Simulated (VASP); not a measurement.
Method: PBEsol GGA, VASP's PBE PAW potentials (set 64) (plane waves; VASP 6.6.1).

The input files of a VASP run:

POSCAR:
```
Li3N
1
    1.8060453801    -3.1281626268     0.0000000000
    1.8060453801     3.1281626268     0.0000000000
    0.0000000000     0.0000000000     3.8475747633
Li N
3 1
Direct
  0.3333330000   0.6666670000   0.0000000000
  0.6666670000   0.3333330000   0.0000000000
  0.0000000000   0.0000000000   0.5000000000
  0.0000000000   0.0000000000   0.0000000000
```

### KPOINTS
```
Automatic mesh
0
Gamma
10 10 8
0 0 0
```

### INCAR
```
ISMEAR = 0   ! Gaussian
SYSTEM = Li3N
PREC = Accurate
IBRION = 8
SIGMA = 0.01
ALGO = Normal   ! blocked Davidson
LASPH = T   ! aspherical one-centre terms
LREAL = F   ! projection in real space or not
GGA = PS   ! PBEsol
LWAVE = F
NSW = 1   ! most ionic steps
ENCUT = 520   ! plane-wave cut-off (eV)
LEPSILON = T
LCHARG = F
EDIFF = 1E-8
NELM = 100
```

POTCAR, in this order: Li_sv N (PBE.64 set). Program: vasp_std.

Output

### OSZICAR
```
...
 Linear response progress:
  Degree of freedom:   4/  6
       N       E                     dE             d eps       ncg     rms          rms(c)
RMM:   1    -0.151829222418E+00   -0.15183E+00    0.83617E+00  2013   0.258E+01
RMM:   2    -0.165679789171E+00   -0.13851E-01   -0.35109E-02  2674   0.143E+00    0.869E-02
RMM:   3    -0.166095513825E+00   -0.41572E-03   -0.69311E-03  3057   0.566E-01    0.374E-02
RMM:   4    -0.166324869637E+00   -0.22936E-03   -0.16773E-03  3334   0.272E-01    0.136E-02
RMM:   5    -0.166457258235E+00   -0.13239E-03   -0.39309E-04  3463   0.927E-02    0.940E-03
RMM:   6    -0.166615156074E+00   -0.15790E-03   -0.19980E-04  3350   0.611E-02    0.485E-03
RMM:   7    -0.166734248216E+00   -0.11909E-03   -0.14263E-04  3324   0.433E-02    0.949E-04
RMM:   8    -0.166764930512E+00   -0.30682E-04   -0.99561E-05  3514   0.263E-02    0.555E-04
RMM:   9    -0.166761376264E+00    0.35542E-05   -0.72673E-05  3470   0.207E-02    0.314E-04
RMM:  10    -0.166761266837E+00    0.10943E-06   -0.77223E-05  3630   0.173E-02    0.579E-04
RMM:  11    -0.166767800351E+00   -0.65335E-05   -0.67626E-05  3316   0.155E-02    0.393E-04
RMM:  12    -0.166773129964E+00   -0.53296E-05   -0.56451E-05  3490   0.142E-02    0.340E-04
RMM:  13    -0.166773144661E+00   -0.14697E-07   -0.50566E-05  3624   0.130E-02    0.347E-04
RMM:  14    -0.166771049952E+00    0.20947E-05   -0.47465E-05  3477   0.124E-02    0.494E-04
RMM:  15    -0.166776035983E+00   -0.49860E-05   -0.45751E-05  3227   0.120E-02    0.308E-04
RMM:  16    -0.166781058638E+00   -0.50227E-05   -0.42818E-05  3309   0.115E-02    0.165E-04
RMM:  17    -0.166782553533E+00   -0.14949E-05   -0.41289E-05  3597   0.110E-02    0.156E-04
RMM:  18    -0.166785515495E+00   -0.29620E-05   -0.37875E-05  3258   0.107E-02    0.871E-05
RMM:  19    -0.166787560918E+00   -0.20454E-05   -0.31839E-05  3405   0.103E-02    0.506E-05
RMM:  20    -0.166789656475E+00   -0.20956E-05   -0.26162E-05  3341   0.101E-02    0.115E-05
RMM:  21    -0.166790493677E+00   -0.83720E-06   -0.25326E-05  3683   0.977E-03    0.137E-05
RMM:  22    -0.166791093903E+00   -0.60023E-06   -0.23919E-05  3644   0.956E-03    0.256E-05
RMM:  23    -0.166790530790E+00    0.56311E-06   -0.23147E-05  3318   0.942E-03    0.770E-05
RMM:  24    -0.166790610462E+00   -0.79672E-07   -0.22009E-05  3451   0.921E-03    0.107E-04
RMM:  25    -0.166791100469E+00   -0.49001E-06   -0.21248E-05  3498   0.904E-03    0.120E-04
RMM:  26    -0.166791672989E+00   -0.57252E-06   -0.20230E-05  3342   0.889E-03    0.131E-04
RMM:  27    -0.166792088950E+00   -0.41596E-06   -0.19626E-05  3466   0.874E-03    0.147E-04
RMM:  28    -0.166792488406E+00   -0.39946E-06   -0.19523E-05  3293   0.860E-03    0.164E-04
RMM:  29    -0.166792850631E+00   -0.36223E-06   -0.22696E-05  3269   0.845E-03    0.179E-04
RMM:  30    -0.166793250628E+00   -0.40000E-06   -0.21949E-05  3264   0.833E-03    0.192E-04
RMM:  31    -0.166793617203E+00   -0.36657E-06   -0.21446E-05  3219   0.822E-03    0.204E-04
RMM:  32    -0.166793960634E+00   -0.34343E-06   -0.20600E-05  3144   0.811E-03    0.218E-04
RMM:  33    -0.166794298414E+00   -0.33778E-06   -0.20119E-05  3149   0.800E-03    0.230E-04
RMM:  34    -0.166794628071E+00   -0.32966E-06   -0.19386E-05  2985   0.790E-03    0.245E-04
RMM:  35    -0.166794959621E+00   -0.33155E-06   -0.18789E-05  3081   0.779E-03    0.258E-04
 Linear response progress:
  Degree of freedom:   5/  6
       N       E                     dE             d eps       ncg     rms          rms(c)
RMM:   1    -0.229650986076E+00   -0.22965E+00    0.10788E-01  6616   0.286E+00
RMM:   2    -0.230876860309E+00   -0.12259E-02   -0.11311E-02  6628   0.566E-01    0.108E-01
RMM:   3    -0.231982563983E+00   -0.11057E-02   -0.27582E-03  6920   0.274E-01    0.586E-02
RMM:   4    -0.233254976632E+00   -0.12724E-02   -0.93044E-04  7249   0.198E-01    0.178E-02
RMM:   5    -0.233258648635E+00   -0.36720E-05   -0.26030E-04  7911   0.756E-02    0.584E-03
RMM:   6    -0.233292306816E+00   -0.33658E-04   -0.93898E-05  8056   0.339E-02    0.204E-03
RMM:   7    -0.233271627177E+00    0.20680E-04   -0.40826E-05  7903   0.170E-02    0.142E-03
RMM:   8    -0.233273450936E+00   -0.18238E-05   -0.30981E-05  8166   0.105E-02    0.447E-04
RMM:   9    -0.233279993994E+00   -0.65431E-05   -0.95187E-06  8194   0.579E-03    0.229E-04
RMM:  10    -0.233281032610E+00   -0.10386E-05   -0.97860E-06  8508   0.354E-03    0.195E-04
RMM:  11    -0.233284533100E+00   -0.35005E-05   -0.29731E-06  8177   0.240E-03    0.112E-04
RMM:  12    -0.233283455431E+00    0.10777E-05   -0.40819E-06  8246   0.159E-03    0.848E-05
RMM:  13    -0.233283978783E+00   -0.52335E-06   -0.14414E-06  8374   0.987E-04    0.280E-05
RMM:  14    -0.233284157813E+00   -0.17903E-06   -0.17232E-06  8457   0.710E-04    0.378E-05
RMM:  15    -0.233284183110E+00   -0.25297E-07   -0.65213E-07  8537   0.511E-04    0.121E-05
RMM:  16    -0.233284228696E+00   -0.45587E-07   -0.98544E-07  8458   0.419E-04    0.137E-05
RMM:  17    -0.233284271865E+00   -0.43168E-07   -0.35455E-07  8418   0.356E-04    0.252E-06
RMM:  18    -0.233284292842E+00   -0.20977E-07   -0.55223E-07  8313   0.318E-04    0.217E-06
RMM:  19    -0.233284296074E+00   -0.32320E-08   -0.41672E-07  8068   0.290E-04    0.154E-06
RMM:  20    -0.233284294973E+00    0.11007E-08   -0.39771E-07  6958   0.275E-04    0.842E-07
RMM:  21    -0.233284299709E+00   -0.47357E-08   -0.20309E-07  7351   0.266E-04    0.940E-07
RMM:  22    -0.233284304761E+00   -0.50525E-08   -0.95403E-08  7619   0.260E-04    0.714E-07
 Linear response progress:
  Degree of freedom:   6/  6
       N       E                     dE             d eps       ncg     rms          rms(c)
RMM:   1    -0.231651267699E+00   -0.23165E+00    0.10676E-01  2848   0.298E+00
RMM:   2    -0.232898717107E+00   -0.12474E-02   -0.11386E-02  2919   0.548E-01    0.119E-01
RMM:   3    -0.233988923765E+00   -0.10902E-02   -0.41242E-03  3027   0.314E-01    0.555E-02
RMM:   4    -0.235182655478E+00   -0.11937E-02   -0.12370E-03  3170   0.226E-01    0.165E-02
RMM:   5    -0.235117608800E+00    0.65047E-04   -0.22513E-04  3428   0.729E-02    0.785E-03
RMM:   6    -0.235153935098E+00   -0.36326E-04   -0.35637E-05  3345   0.334E-02    0.249E-03
RMM:   7    -0.235140620131E+00    0.13315E-04   -0.90042E-06  3473   0.142E-02    0.130E-03
RMM:   8    -0.235149351969E+00   -0.87318E-05   -0.10271E-05  3505   0.707E-03    0.488E-04
RMM:   9    -0.235154168355E+00   -0.48164E-05   -0.75639E-06  3552   0.379E-03    0.229E-04
RMM:  10    -0.235155330016E+00   -0.11617E-05   -0.10479E-05  3738   0.209E-03    0.162E-04
RMM:  11    -0.235156790027E+00   -0.14600E-05   -0.32103E-06  3537   0.132E-03    0.467E-05
RMM:  12    -0.235157116812E+00   -0.32678E-06   -0.38599E-06  3725   0.885E-04    0.455E-05
RMM:  13    -0.235157152860E+00   -0.36048E-07   -0.10742E-06  3743   0.581E-04    0.185E-05
RMM:  14    -0.235157345729E+00   -0.19287E-06   -0.15928E-06  3622   0.460E-04    0.915E-06
RMM:  15    -0.235157368241E+00   -0.22512E-07   -0.36584E-07  3765   0.345E-04    0.696E-06
RMM:  16    -0.235157394626E+00   -0.26385E-07   -0.93347E-07  3659   0.296E-04    0.407E-06
RMM:  17    -0.235157429328E+00   -0.34702E-07   -0.33138E-07  3570   0.260E-04    0.459E-06
RMM:  18    -0.235157436687E+00   -0.73596E-08   -0.66816E-07  3411   0.237E-04    0.262E-06
RMM:  19    -0.235157440908E+00   -0.42205E-08   -0.13628E-07  3143   0.222E-04    0.359E-06
RMM:  20    -0.235157452980E+00   -0.12072E-07   -0.22224E-07  3471   0.217E-04    0.227E-06
RMM:  21    -0.235157465815E+00   -0.12835E-07   -0.87234E-08  3351   0.211E-04    0.159E-06
RMM:  22    -0.235157467574E+00   -0.17594E-08   -0.24810E-07  3051   0.208E-04    0.102E-06
RMM:  23    -0.235157470389E+00   -0.28146E-08   -0.58106E-08  2803   0.205E-04    0.912E-07
 Linear response finished
```

OUTCAR:
```
------------------------ aborting loop because EDIFF is reached ----------------------------------------

 HEAD OF MICROSCOPIC STATIC DIELECTRIC TENSOR (INDEPENDENT PARTICLE, excluding Hartree and local field effects)
 ------------------------------------------------------
           6.411874     0.000000     0.000000
           0.000000     6.411875    -0.000000
          -0.000000    -0.000000     6.328991
 ------------------------------------------------------

 MACROSCOPIC STATIC DIELECTRIC TENSOR (including local field effects in DFT)
 ------------------------------------------------------
           6.146222    -0.000000    -0.000000
          -0.000000     6.146223    -0.000000
           0.000000     0.000000     5.666622
 ------------------------------------------------------

 PIEZOELECTRIC TENSOR (including local field effects)  for field in x, y, z        (e  Angst)
          XX          YY          ZZ          XY          YZ          ZX
  --------------------------------------------------------------------------------
  x     0.00000     0.00000     0.00000     0.00000     0.00000     0.00000
  y     0.00000     0.00000     0.00000     0.00000     0.00000     0.00000
  z     0.00000     0.00000     0.00000     0.00000     0.00000     0.00000

 PIEZOELECTRIC TENSOR (including local field effects)  for field in x, y, z        (C/m^2)
          XX          YY          ZZ          XY          YZ          ZX
  --------------------------------------------------------------------------------
  x     0.00000     0.00000     0.00000     0.00000     0.00000     0.00000
  y     0.00000     0.00000     0.00000     0.00000     0.00000     0.00000
  z     0.00000     0.00000     0.00000     0.00000     0.00000     0.00000

 BORN EFFECTIVE CHARGES (including local field effects) (in |e|, cummulative output)
 ---------------------------------------------------------------------------------
 ion    1
    1     0.92396    -0.00000     0.00000
    2    -0.00000     0.92396     0.00000
    3     0.00000     0.00000     0.40642
 ion    2
    1     0.92396     0.00000     0.00000
    2    -0.00000     0.92396     0.00000
    3     0.00000     0.00000     0.40642
 ion    3
    1     0.90296     0.00000     0.00000
    2     0.00000     0.90296     0.00000
    3     0.00000     0.00000     1.04546
 ion    4
    1    -2.75088     0.00000     0.00000
    2     0.00000    -2.75088     0.00000
    3    -0.00000     0.00000    -1.85830

   1 f  =   20.792415 THz   130.642596 2PiTHz  693.560305 cm-1    85.990480 meV
             X         Y         Z           dx          dy          dz
      1.806045  1.042723  0.000000    -0.000000   -0.000000   -0.020101
      1.806045 -1.042723  0.000000    -0.000000   -0.000000   -0.020101
      0.000000  0.000000  1.923787    -0.000000   -0.000000    0.833399
      0.000000  0.000000  0.000000     0.000000    0.000000   -0.551940

   2 f  =   18.859661 THz   118.498743 2PiTHz  629.090565 cm-1    77.997254 meV
             X         Y         Z           dx          dy          dz
      1.806045  1.042723  0.000000    -0.000000    0.707107   -0.000000
      1.806045 -1.042723  0.000000     0.000000   -0.707107    0.000000
      0.000000  0.000000  1.923787     0.000000   -0.000000   -0.000000
      0.000000  0.000000  0.000000     0.000000   -0.000000   -0.000000

   3 f  =   18.859659 THz   118.498733 2PiTHz  629.090511 cm-1    77.997248 meV
             X         Y         Z           dx          dy          dz
      1.806045  1.042723  0.000000     0.707107    0.000000    0.000000
      1.806045 -1.042723  0.000000    -0.707107   -0.000000   -0.000000
      0.000000  0.000000  1.923787    -0.000000    0.000000   -0.000000
      0.000000  0.000000  0.000000    -0.000000    0.000000    0.000000

   4 f  =   14.660003 THz    92.111517 2PiTHz  489.005069 cm-1    60.628874 meV
             X         Y         Z           dx          dy          dz
      1.806045  1.042723  0.000000    -0.000000    0.000000   -0.550649
      1.806045 -1.042723  0.000000    -0.000000    0.000000   -0.550649
      0.000000  0.000000  1.923787    -0.000000   -0.000000    0.327721
      0.000000  0.000000  0.000000     0.000000    0.000000    0.534948

   5 f  =   12.863106 THz    80.821280 2PiTHz  429.067039 cm-1    53.197509 meV
             X         Y         Z           dx          dy          dz
      1.806045  1.042723  0.000000    -0.000000    0.527641   -0.000000
      1.806045 -1.042723  0.000000    -0.000000    0.527641   -0.000000
      0.000000  0.000000  1.923787     0.000000   -0.095393   -0.000000
      0.000000  0.000000  0.000000     0.000000   -0.658855   -0.000000

   6 f  =   12.863105 THz    80.821273 2PiTHz  429.067002 cm-1    53.197504 meV
             X         Y         Z           dx          dy          dz
      1.806045  1.042723  0.000000    -0.527641   -0.000000   -0.000000
      1.806045 -1.042723  0.000000    -0.527641   -0.000000    0.000000
      0.000000  0.000000  1.923787     0.095393    0.000000    0.000000
      0.000000  0.000000  0.000000     0.658855    0.000000   -0.000000

   7 f  =    9.864582 THz    61.980997 2PiTHz  329.047037 cm-1    40.796615 meV
             X         Y         Z           dx          dy          dz
      1.806045  1.042723  0.000000    -0.000000   -0.153961   -0.000000
      1.806045 -1.042723  0.000000    -0.000000   -0.153961   -0.000000
      0.000000  0.000000  1.923787     0.000000    0.900280   -0.000000
      0.000000  0.000000  0.000000    -0.000000   -0.376946   -0.000000

   8 f  =    9.864581 THz    61.980991 2PiTHz  329.047009 cm-1    40.796611 meV
             X         Y         Z           dx          dy          dz
      1.806045  1.042723  0.000000     0.153961   -0.000000   -0.000000
      1.806045 -1.042723  0.000000     0.153961   -0.000000    0.000000
      0.000000  0.000000  1.923787    -0.900280    0.000000    0.000000
      0.000000  0.000000  0.000000     0.376946   -0.000000   -0.000000

   9 f/i=    0.168094 THz     1.056165 2PiTHz    5.607010 cm-1     0.695180 meV
             X         Y         Z           dx          dy          dz
      1.806045  1.042723  0.000000    -0.000000    0.000000    0.443149
      1.806045 -1.042723  0.000000    -0.000000    0.000000    0.443149
      0.000000  0.000000  1.923787    -0.000000    0.000000    0.445023
...
```
(Selected blocks of OUTCAR.)

File OUTCAR:
```
 val. band max:        1.3561736850   @ k =   0.0000   0.0000   0.5000

 cond. band min:       2.4369109061   @ k =   0.0000   0.0000   0.0000


 Fermi energy:         1.4005824254

 k-point     1 :       0.0000    0.0000    0.0000
  band No.  band energies     occupation
      1     -42.4666      2.00000
      2     -42.0838      2.00000
      3     -41.9811      2.00000
      4     -10.0660      2.00000
      5      -0.2416      2.00000
      6       1.1476      2.00000
      7       1.1476      2.00000
      8       2.4369      0.00000
      9       8.6493      0.00000
     10       8.6494      0.00000
     11       9.7056      0.00000

 k-point     2 :       0.1000   -0.0000    0.0000
  band No.  band energies     occupation
      1     -42.4580      2.00000
      2     -42.0919      2.00000
      3     -41.9811      2.00000
      4     -10.0562      2.00000
      5      -0.1738      2.00000
      6       0.7512      2.00000
      7       1.0232      2.00000
      8       2.8106      0.00000
      9       8.6936      0.00000
     10       8.9446      0.00000
     11       9.5821      0.00000

 k-point     3 :       0.2000   -0.0000    0.0000
  band No.  band energies     occupation
      1     -42.4334      2.00000
      2     -42.1152      2.00000
      3     -41.9811      2.00000
      4     -10.0303      2.00000
      5       0.0126      2.00000
      6       0.0907      2.00000
      7       0.7286      2.00000
      8       3.4699      0.00000
      9       8.5629      0.00000
     10       9.2615      0.00000
     11       9.6728      0.00000

 k-point     4 :       0.3000    0.0000    0.0000
  band No.  band energies     occupation
      1     -42.3968      2.00000
      2     -42.1503      2.00000
      3     -41.9813      2.00000
      4      -9.9984      2.00000
      5      -0.4836      2.00000
      6       0.2639      2.00000
      7       0.4114      2.00000
      8       4.2061      0.00000
      9       7.9261      0.00000
...
```

The dielectric response may not be converged in the k-mesh; for small gaps it tends to come out too large.

The compound is Li3N in the alpha structure. It was relaxed first.
